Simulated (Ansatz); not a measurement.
# Au (P-1) in Ansatz: convergence with wavefunction cutoff

Aim: find how far wavefunction cutoff must go before the results for Au settle, at LDA. This setting moves, with any that are tied to it; all else stays.

Everything below comes from runs of Ansatz 0.2.0. Logs are shortened: lines on timing, memory, paths and dates and some standing lists are left out, and cuts for length are marked.

## 1. The cell of the first run

The typed cell holds 1 atom: a = 2.854 Å, b = 2.809 Å, c = 2.962 Å, α = 109.30°, β = 110.50°, γ = 108.94°.

This isn't the form of Au at room conditions, which is fcc.

The cell isn't the ideal one: cell strained at random at fixed volume.

## 2. With wavefunction cutoff 400 eV

Contents of input.yaml:

```yaml
crystal:
  lattice:
    - [-1.66724, 1.610846, 1.664696]
    - [1.603735, -1.635684, 1.626029]
    - [1.736433, 1.704878, -1.689534]
  atoms:
    - { symbol: Au, position: [-0.009882, -0.017092, -0.021301] }
hamiltonian:
  xc: lda
  pseudopotentials: { kind: paw, source: jth, xc_functional: pbe }
kpoints:
  mp_grid: { grid: [8, 8, 8] }
scf:
  occupations: { method: cold, width: 0.1 }
output:
  forces: true
  stress: true
  eigenvalues: true
basis:
  ecutwfc: "400 eV"
```

Potentials or basis: JTH PAW.

Launch:

```
$ ansatz run input.yaml --threads 2 --pin off --max-ram 5632MiB --backend cpu --events-out ev --progress --plain --runs-dir out
```

Run time: 3.7 s. Hardware: 2 threads of Intel Xeon at 2.50GHz (Skylake/Cascade Lake), shared host; peak memory 0.31 GiB.

Results:

| Quantity | Value |
| --- | --- |
| Free energy | -10264.5399 eV |
| Pressure | -12.5 GPa |
| Band gap on the k mesh | none (metal or under the smearing width) |

## 3. With wavefunction cutoff 500 eV

Edit input.yaml of step 2 so:

```diff
@@ -19,2 +19,2 @@
 basis:
-  ecutwfc: "400 eV"
+  ecutwfc: "500 eV"
```

Potentials or basis: JTH PAW.

Launch:

```
$ ansatz run input.yaml --threads 2 --pin off --max-ram 5632MiB --backend cpu --events-out ev --progress --plain --runs-dir out
```

Wall time 4.5 s (2 threads of Intel Xeon at 2.50GHz (Skylake/Cascade Lake), shared host); peak memory 0.33 GiB.

What came out:

```yaml
Free_energy: -10264.5448 eV
Pressure: -12.6 GPa
Band_gap_on_the_k_mesh: none (metal or under the smearing width)
```

## 4. With wavefunction cutoff 600 eV

Edit input.yaml of step 3 so:

```diff
@@ -19,2 +19,2 @@
 basis:
-  ecutwfc: "500 eV"
+  ecutwfc: "600 eV"
```

Launch:

```
$ ansatz run input.yaml --threads 2 --pin off --max-ram 5632MiB --backend cpu --events-out ev --progress --plain --runs-dir out
```

Run time: 5.4 s. Hardware: 2 threads of Intel Xeon at 2.50GHz (Skylake/Cascade Lake), shared host; peak memory 0.35 GiB.

What came out:

```
Free energy            : -10264.5498 eV
Pressure               : -12.7 GPa
Band gap on the k mesh : none (metal or under the smearing width)
```

## 5. With wavefunction cutoff 700 eV

Edit input.yaml of step 4 so:

```diff
@@ -19,2 +19,2 @@
 basis:
-  ecutwfc: "600 eV"
+  ecutwfc: "700 eV"
```

Launch:

```
$ ansatz run input.yaml --threads 2 --pin off --max-ram 5632MiB --backend cpu --events-out ev --progress --plain --runs-dir out
```

Wall time 6.9 s (2 threads of Intel Xeon at 2.50GHz (Skylake/Cascade Lake), shared host); peak memory 0.37 GiB.

Results:

```
Free energy            : -10264.5504 eV
Pressure               : -12.7 GPa
Band gap on the k mesh : none (metal or under the smearing width)
```

## 6. With wavefunction cutoff 850 eV

Edit input.yaml of step 5 so:

```diff
@@ -19,2 +19,2 @@
 basis:
-  ecutwfc: "700 eV"
+  ecutwfc: "850 eV"
```

Potentials or basis: JTH PAW.

Launch:

```
$ ansatz run input.yaml --threads 2 --pin off --max-ram 5632MiB --backend cpu --events-out ev --progress --plain --runs-dir out
```

It took 9 s on 2 threads of Intel Xeon at 2.50GHz (Skylake/Cascade Lake), shared host; peak memory 0.4 GiB.

It converged, with:

```
Free energy            : -10264.5511 eV
Pressure               : -12.7 GPa
Band gap on the k mesh : none (metal or under the smearing width)
```

## 7. With wavefunction cutoff 1000 eV

Edit input.yaml of step 6 so:

```diff
@@ -19,2 +19,2 @@
 basis:
-  ecutwfc: "850 eV"
+  ecutwfc: "1000 eV"
```

Launch:

```
$ ansatz run input.yaml --threads 2 --pin off --max-ram 5632MiB --backend cpu --events-out ev --progress --plain --runs-dir out
```

Wall time 11 s (2 threads of Intel Xeon at 2.50GHz (Skylake/Cascade Lake), shared host); peak memory 0.44 GiB.

It converged, with:

```
Free energy            : -10264.5512 eV
Pressure               : -12.7 GPa
Band gap on the k mesh : none (metal or under the smearing width)
```

## 8. With wavefunction cutoff 1200 eV

Edit input.yaml of step 7 so:

```diff
@@ -19,2 +19,2 @@
 basis:
-  ecutwfc: "1000 eV"
+  ecutwfc: "1200 eV"
```

Launch:

```
$ ansatz run input.yaml --threads 2 --pin off --max-ram 5632MiB --backend cpu --events-out ev --progress --plain --runs-dir out
```

It took 14 s on 2 threads of Intel Xeon at 2.50GHz (Skylake/Cascade Lake), shared host; peak memory 0.49 GiB.

It converged, with:

| Quantity | Value |
| --- | --- |
| Free energy | -10264.5514 eV |
| Pressure | -12.7 GPa |
| Band gap on the k mesh | none (metal or under the smearing width) |

## 9. With wavefunction cutoff 1400 eV

Edit input.yaml of step 8 so:

```diff
@@ -19,2 +19,2 @@
 basis:
-  ecutwfc: "1200 eV"
+  ecutwfc: "1400 eV"
```

Potentials or basis: JTH PAW.

Launch:

```
$ ansatz run input.yaml --threads 2 --pin off --max-ram 5632MiB --backend cpu --events-out ev --progress --plain --runs-dir out
```

It took 18 s on 2 threads of Intel Xeon at 2.50GHz (Skylake/Cascade Lake), shared host; peak memory 0.54 GiB.

It converged, with:

```
Free energy            : -10264.5515 eV
Pressure               : -12.7 GPa
Band gap on the k mesh : none (metal or under the smearing width)
```

## 10. With wavefunction cutoff 1700 eV

Edit input.yaml of step 9 so:

```diff
@@ -19,2 +19,2 @@
 basis:
-  ecutwfc: "1400 eV"
+  ecutwfc: "1700 eV"
```

Potentials or basis: JTH PAW.

Launch:

```
$ ansatz run input.yaml --threads 2 --pin off --max-ram 5632MiB --backend cpu --events-out ev --progress --plain --runs-dir out
```

Standard output:

```text
Warning: the checks of this Au dataset prove no rule for summing its radial tables, as where they were carried onto another mesh than they were made on, and Gregory's rule is taken, under which a leading mesh point left out moves its sums only by what lay on the interval it spanned. That does not make them correct, and they differ from Quantum ESPRESSO's on this file; a re-export a fraction of a mesh step off can move them. hamiltonian.pseudopotentials.radial_quadrature: simpson_from_first_knot sums it by `pw.x`'s rule; on a PAW file no value gives `pw.x`'s numbers. What more to know: hamiltonian.pseudopotentials.radial_quadrature, in the input reference
Warning: RAYON_NUM_THREADS=2 ignored (pool sized by the plan → 2); use --threads N
Engine: ansatz 0.2.0, x86_64-unknown-linux-gnu
Pseudopotentials: kind: paw
Pseudopotential: Au, paw, valence charge 11, recommended cutoff 750 eV (normal), Au.paw.azcp
Functional definition: SPW92
  exchange = slater_x
  correlation = pw_c
Crystal: 1 atoms, lattice volume = 18.207 Å³
Basis set: ecut = 1700 eV, 2897 PW (Γ)
Bands: 10, of which v1, the nominal top of the filled ones, is band 6 counted from 1 (5 counted from 0)
Symmetry: 2 space group operations
Space group: P-1 (ITA 2), of the structure as read, at distance tolerance 2.6e-5 Å
k-points: 260 of 512
Non-local potential: Au, projectors of the file, l = 0: 2, l = 1: 2, l = 2: 2
PAW form: soft (Blöchl's): semilocal exchange-correlation on the pseudo side does not see the compensation charge
PAW one-centre angular grid: Au, 590 points (default); XC on 64 Gauss nodes
Initial density: superposition of atomic densities (chi_scale 0.1, normalization cell)
Initial wavefunctions: pseudopotential atomic-orbital guess
Functional: x = slater, c = lda
SCF iter   1: F=—  HF=-10264.932475 eV  |F-HF|=—  |Δ(HF+E_count)|=         —  Δρ=6.86e-2  dr2=9.72e-1  ethr=3.10e-3  ⟨swp⟩=9.3  Hψ=30266  notcnv=0
preconditioner: auto → none  [metal: Δε(μ)=0.026 eV  Ē_g=15.130 eV  σ=0.100 eV  W_gap=0.19  n_scr=0 (ndim 8)  ℏωp=28.9 eV  f_vac=0.000  D(μ)=0.29/eV (n_scr^D=0)]
SCF iter   2: F=—  HF=-10264.576310 eV  |F-HF|=—  |Δ(HF+E_count)|=   3.56e-1  S|Δr|=    0.00e0  Δρ=1.82e-2  dr2=1.23e-2  ethr=3.10e-3  ⟨swp⟩=2.6  Hψ=6967  notcnv=0  defer=99
SCF iter   3: F=—  HF=-10264.555549 eV  |F-HF|=—  |Δ(HF+E_count)|=   2.08e-2  S|Δr|=    0.00e0  Δρ=7.52e-3  dr2=5.43e-3  ethr=1.11e-4  ⟨swp⟩=2.3  Hψ=5367  notcnv=0  defer=99
SCF iter   4: F=—  HF=-10264.551961 eV  |F-HF|=—  |Δ(HF+E_count)|=   3.59e-3  S|Δr|=    0.00e0  Δρ=2.34e-3  dr2=6.17e-4  ethr=4.94e-5  ⟨swp⟩=1.0  Hψ=2501  notcnv=0  defer=99
SCF iter   5: F=—  HF=-10264.551625 eV  |F-HF|=—  |Δ(HF+E_count)|=   3.37e-4  S|Δr|=    0.00e0  Δρ=4.70e-4  dr2=3.98e-5  ethr=5.61e-6  ⟨swp⟩=2.1  Hψ=3839  notcnv=0  defer=99
SCF iter   6: F=—  HF=-10264.551616 eV  |F-HF|=—  |Δ(HF+E_count)|=   8.50e-6  S|Δr|=    0.00e0  Δρ=4.08e-5  dr2=6.93e-8  ethr=9.09e-10  ⟨swp⟩=9.3  Hψ=20208  notcnv=0
SCF iter   7: F=-10264.551616 eV  HF=-10264.551616 eV  |F-HF|=4.97e-9  |Δ(HF+E_count)|=   2.19e-7  S|Δr|=    0.00e0  Δρ=5.65e-6  dr2=1.55e-9  ethr=6.30e-10  ⟨swp⟩=5.4  Hψ=9858  notcnv=0
SCF 1 converged in 7 iterations: F = -10264.551616 eV  dr2 = 1.55e-9
SCF converged after 7 iterations
Stability not checked: this state was not tested for a lower state beside it, because cold or Methfessel-Paxton smearing, or corrected tetrahedra, fill the levels in a way that the test cannot read (fill_not_monotonic; see scf.lower_state_search)
Free energy (F): -10264.551616 eV
Harris-Foulkes:  -10264.551616 eV  (|F-HF|=4.97e-9)
Internal energy: -10264.552440 eV  (E = F + TS)
E sigma→0 (E₀):  -10264.551891 eV
Entropy (-TS):   0.000824 eV (0.824 meV/atom)
Fermi energy:    14.286172 eV
--- Per-component energies (eV) ---
  E_band       = 112.502293
  E_kinetic    = 246.830133
  E_local      = -311.866368  (includes V_loc(G=0)·N_el)
  E_nonlocal   = 219.432472
  E_hartree    = 106.504980
  E_xc         = -80.235492
  E_vxc        = -95.562217  (∫ρ·V_xc dr)
  E_paw        = -9489.024079  (= ΣΔE_a)
  E_vpaw       = -159.342272  (= ΣTr[D̂ρ^β])
  E_aug_tail   = 0.000009  (compensation charges beyond the density's cutoff)
  E_ewald      = -956.194094
  E_smearing   = 0.000824  (= −TS)
  E_closure    = -0.000000  (closes the sum)
  Σ components = -10264.551616   (vs F -10264.551616, Δ=0.00e0)
--- Forces (eV/Å), atoms counted from 1 ---
  atom   1  Au     0.00000000     0.00000000     0.00000000
  max |Σ_I F_I| component: 0.00e0 eV/Å
--- Stress (GPa, compression-positive) ---
      -13.053236       0.639828      -0.777077
        0.639828     -12.744100      -2.678450
       -0.777077      -2.678449     -12.269120
  P = ⅓ Tr σ = -12.6888 GPa (-126.888 kbar)
--- Band table (eV; the first three rows and the last of 260) ---
  k-point 0: bands = ["4.9388", "9.3845", "9.5209", "10.0471", "11.4185", "11.4921", "30.9108", "31.3514", "32.0333", "36.3031"]
  k-point 1: bands = ["5.4345", "9.2847", "9.5544", "10.3112", "11.3105", "11.5097", "29.7101", "31.2104", "32.3227", "34.0276"]
  k-point 2: bands = ["6.6337", "8.9974", "9.7670", "11.1287", "11.2401", "11.5766", "25.0673", "29.5371", "32.1733", "33.6007"]
  k-point 259: bands = ["7.9359", "7.9416", "12.1851", "12.5023", "12.6524", "20.2191", "20.4688", "20.7050", "23.0364", "29.4083"]
```

Run time: 23 s. Hardware: 2 threads of Intel Xeon at 2.50GHz (Skylake/Cascade Lake), shared host; peak memory 0.62 GiB.

What came out:

| Property | Result |
| --- | --- |
| Free energy | -10264.5516 eV |
| Pressure | -12.7 GPa |
| Band gap on the k mesh | none (metal or under the smearing width) |

## 11. Summary

```csv
wavefunction cutoff,"energy less the tightest run, at zero smearing (meV/atom)",pressure (GPa),SCF cycles,CPU time (s),peak memory (GiB)
400 eV,11.72,-12.48,7,6.7,0.31
500 eV,6.82,-12.57,7,8.4,0.33
600 eV,1.81,-12.66,7,10,0.35
700 eV,1.18,-12.67,7,13,0.37
850 eV,0.48,-12.68,7,17,0.4
1000 eV,0.38,-12.69,7,21,0.44
1200 eV,0.20,-12.69,7,27,0.49
1400 eV,0.09,-12.69,7,33,0.54
1700 eV,0.00,-12.69,7,44,0.62
```

Against the tightest run, the energy stays within 1 meV/atom from 850 eV on; the pressure stays within 0.1 GPa from 600 eV on. The tightest run that finished is the yardstick and may itself not be fully converged.
